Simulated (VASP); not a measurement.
# PtS2 (P-3m1) in VASP: a series of runs

One crystal, PtS2, is run at these levels: PBE; tasks: single point.

All numbers are computed with VASP 6.6.1; they aren't measurements. Logs are shortened: lines on timing, memory, paths and dates and some standing lists are left out, and cuts for length are marked.

## (1) The crystal as given

Symmetry: P-3m1, No. 164, trigonal system. The conventional cell has a = 3.543 Å, b = 3.543 Å, c = 5.039 Å, α = 90.00°, β = 90.00°, γ = 120.00°. Pt (site symmetry -3m) has 6 S at 2.34 Å as nearest neighbours. Around S (site symmetry 3m) lie 3 Pt at 2.34 Å.

## (2) Single point, PBE, spin-orbit coupling, no magnetisation

The input, INCAR:

```
SYSTEM = PtS2
ALGO = Normal ; EDIFF = 1E-7
ENCUT = 520 ; GGA = PE
GGA_COMPAT = .False. ; ISIF = 2
ISMEAR = 0 ; LASPH = .True.
LCHARG = .False. ; LMAXMIX = 4
LNONCOLLINEAR = .True. ; LORBIT = 11
LREAL = .False. ; LSORBIT = .True.
LWAVE = .False. ; MAGMOM = 0 0 0 0 0 0 0 0 0
NBANDS = 38 ; NELM = 100
PREC = Accurate ; SIGMA = 0.02
```

The input, KPOINTS:

```
k-points
0
Gamma
  8 8 5
  0 0 0
```

The input, POSCAR:

```
PtS2
1.0
    3.5432000000      0.0000000000      0.0000000000
   -1.7716000000      3.0685012107      0.0000000000
    0.0000000000      0.0000000000      5.0388000000
Pt S
1 2
Direct
    0.0000000000      0.0000000000      0.0000000000
    0.6666666667      0.3333333333      0.7730000000
    0.3333333333      0.6666666667      0.2270000000
```

Potentials or basis: VASP PAW PBE potentials, release 64 (Pt, S).

Launch:

```console
$ cat potpaw_PBE.64/Pt/POTCAR potpaw_PBE.64/S/POTCAR > POTCAR
$ mpirun -np 1 vasp_ncl > vasp.out
```

OUTCAR:

```text
SYSTEM = PtS2
   EDIFF = 1E-7
   ENCUT = 520
   GGA = PE
   ISIF = 2
   ISMEAR = 0
   LASPH = .True.
   LNONCOLLINEAR = .True.
   LORBIT = 11
   LREAL = .False.
   LSORBIT = .True.
   NELM = 100
   PREC = Accurate

 Found     40 irreducible k-points:

 Following reciprocal coordinates:
            Coordinates               Weight
  0.000000  0.000000  0.000000      1.000000
  0.125000  0.000000  0.000000      6.000000
  0.250000  0.000000  0.000000      6.000000
  0.375000  0.000000  0.000000      6.000000
  0.500000  0.000000  0.000000      3.000000
  0.125000  0.125000  0.000000      6.000000
   k-points           NKPTS =     40   k-points in BZ     NKDIM =     40   number of bands    NBANDS=     38
   number of dos      NEDOS =    301   number of ions     NIONS =      3
   total plane-waves  NPLWV =  31360
   dimension x,y,z NGX =    28 NGY =   28 NGZ =   40
   dimension x,y,z NGXF=    56 NGYF=   56 NGZF=   80
   ions per type =               1   2
   NGX,Y,Z   is equivalent  to a cutoff of  13.14, 13.14, 13.20 a.u.
   NGXF,Y,Z  is equivalent  to a cutoff of  26.28, 26.28, 26.39 a.u.
 SYSTEM =  PtS2
   PREC   = accura    normal or accurate (medium, high low for compatibility)
   ISTART =      0    job   : 0-new  1-cont  2-samecut
   ICHARG =      2    charge: 1-file 2-atom 10-const
   ISPIN  =      1    spin polarized calculation?
   LNONCOLLINEAR =      T non collinear calculations
   LSORBIT =      T    spin-orbit coupling
   LASPH  =      T    aspherical Exc in radial PAW
   ENCUT  =  520.0 eV  38.22 Ry    6.18 a.u.   6.59  6.59  9.37*2*pi/ulx,y,z
   NELM   =    100;   NELMIN=  2; NELMDL= -5     # of ELM steps
   EDIFF  = 0.1E-06   stopping-criterion for ELM
   LREAL  =      F    real-space projection
   EDIFFG = 0.1E-05   stopping-criterion for IOM
   NSW    =      0    number of steps for IOM
   IBRION =     -1    ionic relax: 0-MD 1-quasi-New 2-CG
   NFREE  =      0    steps in history (QN), initial steepest desc. (CG)
   ISIF   =      2    stress and relaxation
   ISYM   =      2    0-nonsym 1-usesym 2-fastsym
   POTIM  = 0.5000    time-step for ionic-motion
   TEBEG  =    0.0;   TEEND  =   0.0 temperature during run
   PSTRESS=    0.0 pullay stress
   NELECT =      22.0000    total number of electrons
   NUPDOWN=      -1.0000    fix difference up-down
   EMIN   =  10.00;   EMAX   =-10.00  energy-range for DOS
   EFERMI =   0.00;   METHOD = LEGACY
   ISMEAR =     0;   SIGMA  =   0.02  broadening in eV -4-tet -1-fermi 0-gaus
   EFERMI_NEDOS =   21; number of points for ismear=-14 and -15
   IALGO  =     38    algorithm
   IMIX   =      4    mixing-type and parameters
     AMIX     =   0.40;   BMIX     =  1.00
     AMIX_MAG =   1.60;   BMIX_MAG =  1.00
  volume/ion in A,a.u.               =      18.26       123.23
  Fermi-wavevector in a.u.,A,eV,Ry     =   1.207812  2.282434 19.848315  1.458810
  Thomas-Fermi vector in A             =   2.343439
   LORBIT       =     11    0 simple, 1 ext, 2 COOP (PROOUT), +10 PAW based schemes
   GGA     = PE    functional components
   LHFCALC =     F    Hartree Fock is set to
   AEXX    =    0.0000 exact exchange contribution
   IVDW    =     0    specifies the selected vdW correction
   LEPSILON=     F    determine dielectric tensor
   LRPA    =     F    only Hartree local field effects (RPA)
 Gauss-broadening in eV      SIGMA  =   0.02
  energy-cutoff  :      520.00
  volume of cell :       54.78
 maximum number of plane-waves:      3014
 NGX is ok and might be reduce to    28
   NGX = 13   NGY = 13   NGZ = 19

 number of electron      22.0000000 magnetization       0.0000000      0.0000000      0.0000000

 number of electron      22.0000000 magnetization       0.0000000      0.0000000     -0.0000000

 number of electron      22.0000000 magnetization       0.0000000     -0.0000000     -0.0000000

 number of electron      22.0000000 magnetization      -0.0000000     -0.0000000     -0.0000000

 Free energy of the ion-electron system (eV)
  ---------------------------------------------------
  ext. energy  EPLUGINS =         0.00000000
  ---------------------------------------------------
  free energy    TOTEN  =       -15.65213403 eV

  energy without entropy =      -15.65213403  energy(sigma->0) =      -15.65213403

 E-fermi :   6.8474     XC(G=0): -10.5759

 val. band max:        6.7083199863   @ k =   0.1250   0.0000   0.0000
 cond. band min:       7.7173397083   @ k =   0.0000   0.2500   0.2000
 fundamental gap:      1.0090197220
 Fermi energy:         6.8473966223

 k-point     1 :       0.0000    0.0000    0.0000
  band No.  band energies     occupation
      1      -8.8158      1.00000
      2      -8.8158      1.00000
      3      -5.5769      1.00000
      4      -5.5769      1.00000
      5      -0.5662      1.00000
      6      -0.5662      1.00000
[... 26 lines left out ...]
     33      14.9807      0.00000
     34      14.9807      0.00000

 k-point     2 :       0.1250    0.0000    0.0000
  band No.  band energies     occupation
      1      -8.6076      1.00000
      2      -8.6076      1.00000
      3      -5.7097      1.00000
      4      -5.7097      1.00000
      5      -0.4175      1.00000
      6      -0.4175      1.00000
[... 140 lines left out ...]
 k-point     6 :       0.1250    0.1250    0.0000
  band No.  band energies     occupation
      1      -8.2164      1.00000
      2      -8.2164      1.00000
      3      -5.9233      1.00000
      4      -5.9233      1.00000
      5      -0.1885      1.00000
      6      -0.1885      1.00000
[... 26 lines left out ...]
     33      16.2850      0.00000
     34      16.2850      0.00000

 [... further k-points ...]

 [bands above 34 left out]

------------------------ aborting loop because EDIFF is reached ----------------------------------------

  FORCE on cell =-STRESS in cart. coord.  units (eV):
  Direction    XX          YY          ZZ          XY          YZ          ZX
  --------------------------------------------------------------------------------------
  -------------------------------------------------------------------------------------
  Total        3.9826560      3.9826560      3.5334816      0.0000000      0.0000000      0.0000000
  in kB      116.4754227    116.4754227    103.3390178      0.0000000      0.0000000      0.0000000
  external PRESSURE =     112.0966211 kB  Pullay stress =       0.0000000 kB

 VOLUME and BASIS-vectors are now :
 -----------------------------------------------------------------------------
  energy-cutoff  :      520.00
  volume of cell :       54.78
      direct lattice vectors                 reciprocal lattice vectors
     3.543200000  0.000000000  0.000000000     0.282230752  0.162946001  0.000000000
    -1.771600000  3.068501211  0.000000000     0.000000000  0.325892001  0.000000000
     0.000000000  0.000000000  5.038800000     0.000000000  0.000000000  0.198459951

 POSITION                                       TOTAL-FORCE (eV/Angst)
 -----------------------------------------------------------------------------------
      0.00000      0.00000      0.00000         0.000000      0.000000      0.000000
      1.77160      1.02283      3.89499        -0.000000      0.000000     -1.245116
     -0.00000      2.04567      1.14381         0.000000     -0.000000      1.245116
 -----------------------------------------------------------------------------------
    total drift:                                0.000000     -0.000000     -0.000000

  FREE ENERGIE OF THE ION-ELECTRON SYSTEM (eV)
  ---------------------------------------------------
  free  energy   TOTEN  =       -15.6521340283 eV

  energy  without entropy=      -15.6521340283  energy(sigma->0) =      -15.65213403

 Spin-Orbit-Coupling matrix elements

 Ion:    1  E_soc:     -0.7619252
 l=   1
     0.0000000    -0.0372233    -0.0395906
    -0.0372233     0.0000000    -0.0372233
    -0.0395906    -0.0372233     0.0000000
 l=   2
     0.0000000    -0.0198066     0.0000000    -0.0198066    -0.0680289
    -0.0198066     0.0000000    -0.0478529    -0.0239641    -0.0198066
     0.0000000    -0.0478529     0.0000000    -0.0478529     0.0000000
    -0.0198066    -0.0239641    -0.0478529     0.0000000    -0.0198066
    -0.0680289    -0.0198066     0.0000000    -0.0198066     0.0000000
 l=   3
     0.0000000     0.0000000     0.0000000     0.0000000     0.0000000     0.0000000     0.0000000
     0.0000000     0.0000000     0.0000000     0.0000000     0.0000000     0.0000000     0.0000000
     0.0000000     0.0000000     0.0000000     0.0000000     0.0000000     0.0000000     0.0000000
     0.0000000     0.0000000     0.0000000     0.0000000     0.0000000     0.0000000     0.0000000
     0.0000000     0.0000000     0.0000000     0.0000000     0.0000000     0.0000000     0.0000000
     0.0000000     0.0000000     0.0000000     0.0000000     0.0000000     0.0000000     0.0000000
     0.0000000     0.0000000     0.0000000     0.0000000     0.0000000     0.0000000     0.0000000

 Ion:    2  E_soc:      0.0005770
 l=   1
     0.0000000     0.0000683     0.0001519
     0.0000683     0.0000000     0.0000683
     0.0001519     0.0000683     0.0000000
 l=   2
     0.0000000     0.0000000     0.0000000     0.0000000     0.0000000
     0.0000000     0.0000000     0.0000000     0.0000000     0.0000000
     0.0000000     0.0000000     0.0000000     0.0000000     0.0000000
     0.0000000     0.0000000     0.0000000     0.0000000     0.0000000
     0.0000000     0.0000000     0.0000000     0.0000000     0.0000000
 l=   3
     0.0000000     0.0000000     0.0000000     0.0000000     0.0000000     0.0000000     0.0000000
     0.0000000     0.0000000     0.0000000     0.0000000     0.0000000     0.0000000     0.0000000
     0.0000000     0.0000000     0.0000000     0.0000000     0.0000000     0.0000000     0.0000000
     0.0000000     0.0000000     0.0000000     0.0000000     0.0000000     0.0000000     0.0000000
     0.0000000     0.0000000     0.0000000     0.0000000     0.0000000     0.0000000     0.0000000
     0.0000000     0.0000000     0.0000000     0.0000000     0.0000000     0.0000000     0.0000000
     0.0000000     0.0000000     0.0000000     0.0000000     0.0000000     0.0000000     0.0000000

 Ion:    3  E_soc:      0.0005770
 l=   1
     0.0000000     0.0000683     0.0001519
     0.0000683     0.0000000     0.0000683
     0.0001519     0.0000683     0.0000000
 l=   2
     0.0000000     0.0000000     0.0000000     0.0000000     0.0000000
     0.0000000     0.0000000     0.0000000     0.0000000     0.0000000
     0.0000000     0.0000000     0.0000000     0.0000000     0.0000000
     0.0000000     0.0000000     0.0000000     0.0000000     0.0000000
     0.0000000     0.0000000     0.0000000     0.0000000     0.0000000
 l=   3
     0.0000000     0.0000000     0.0000000     0.0000000     0.0000000     0.0000000     0.0000000
     0.0000000     0.0000000     0.0000000     0.0000000     0.0000000     0.0000000     0.0000000
     0.0000000     0.0000000     0.0000000     0.0000000     0.0000000     0.0000000     0.0000000
     0.0000000     0.0000000     0.0000000     0.0000000     0.0000000     0.0000000     0.0000000
     0.0000000     0.0000000     0.0000000     0.0000000     0.0000000     0.0000000     0.0000000
     0.0000000     0.0000000     0.0000000     0.0000000     0.0000000     0.0000000     0.0000000
     0.0000000     0.0000000     0.0000000     0.0000000     0.0000000     0.0000000     0.0000000

 total charge

# of ion       s       p       d       tot
------------------------------------------
    1        0.732   0.888   8.009   9.629
    2        1.360   2.311   0.000   3.670
    3        1.360   2.311   0.000   3.670
--------------------------------------------------
tot          3.451   5.510   8.009  16.970

 magnetization (x)

# of ion       s       p       d       tot
------------------------------------------
    1       -0.000  -0.000   0.000  -0.000
    2       -0.000  -0.000   0.000  -0.000
    3       -0.000  -0.000   0.000  -0.000
--------------------------------------------------
tot         -0.000  -0.000   0.000  -0.000

 magnetization (y)

# of ion       s       p       d       tot
------------------------------------------
    1        0.000   0.000   0.000   0.000
    2        0.000  -0.000   0.000  -0.000
    3        0.000  -0.000   0.000  -0.000
--------------------------------------------------
tot          0.000  -0.000   0.000  -0.000

 magnetization (z)

# of ion       s       p       d       tot
------------------------------------------
    1        0.000   0.000  -0.000  -0.000
    2        0.000   0.000   0.000   0.000
    3        0.000   0.000   0.000   0.000
--------------------------------------------------
tot          0.000   0.000  -0.000  -0.000
```

Run time: 1.9 min. Hardware: 1 thread of Intel Xeon 6975P-C (Granite Rapids), shared host; peak memory 0.36 GiB.

The run converged, but some of its settings lie outside the range that counts as converged, so its numbers aren't taken as properties of the crystal.

Results:

```
Free energy                                           : -15.6521 eV
Pressure                                              : 11.2 GPa
Largest force                                         : 1.245 eV/Å
Valence electrons inside the program's atomic spheres : Pt 9.63; S 3.67
```

Caveat: forces of over 1 eV/Å show positions far from the minimum, so gaps and moduli don't describe the material at rest.

## (3) Single point, PBE

The input, INCAR:

```
PREC     = Accurate       # precision mode
ENCUT    = 520            # plane-wave cutoff, eV
EDIFF    = 1E-7           # SCF threshold, eV
ISMEAR   = 0              # smearing method
SIGMA    = 0.011          # smearing width, eV
LREAL    = False          # projectors in reciprocal space
LASPH    = True           # aspherical terms in the spheres
NELM     = 100            # most SCF steps
ALGO     = Normal         # electronic algorithm
ISIF     = 2              # what is computed and relaxed
LWAVE    = False          # write WAVECAR
LCHARG   = False          # write CHGCAR
GGA      = PE             # functional
NBANDS   = 18             # bands
```

The input, KPOINTS:

```
regular mesh
0
Gamma
  9 9 5
```

POSCAR is that of step 2.

Potentials or basis: VASP PAW PBE potentials, release 64 (Pt, S).

Launch:

```console
$ cat potpaw_PBE.64/Pt/POTCAR potpaw_PBE.64/S/POTCAR > POTCAR
$ mpirun -np 1 vasp_std > vasp.out
```

Wall time 37 s (1 thread of Intel Xeon Platinum 8488C (Sapphire Rapids), shared host); peak memory 0.2 GiB.

The run converged. Its results:

```yaml
Free_energy: -15.2714 eV
Pressure: 11.1 GPa
Largest_force: 1.213 eV/Å
Band_gap_on_the_k_mesh: 1.03 eV, indirect (least direct gap 1.08 eV)
```

Forces in eV/Å, atoms in the order of the input:
```
Pt   0.000  0.000  0.000
S    0.000  0.000 -1.213
S    0.000  0.000  1.213
```

Stress tensor (GPa, compression positive):
```
11.57  0.00  0.00
 0.00 11.57  0.00
 0.00  0.00 10.09
```

Levels at points of the mesh, in eV from the valence-band top:
```
           k point  band 8  band 9  band 10  band 11  band 12  band 13  band 14  band 15
(0.00, 0.00, 0.00)   -1.79   -1.14    -1.14    -0.12     2.46     2.46     4.80     5.78
```

Caveat: spin-orbit coupling is left out, which moves the levels of the heavy elements; an odd mesh through Γ misses points on the zone boundary, where band edges often lie; forces of over 1 eV/Å show positions far from the minimum, so gaps and moduli don't describe the material at rest. A hybrid or GW would open this gap; PBE tends to underestimate it.
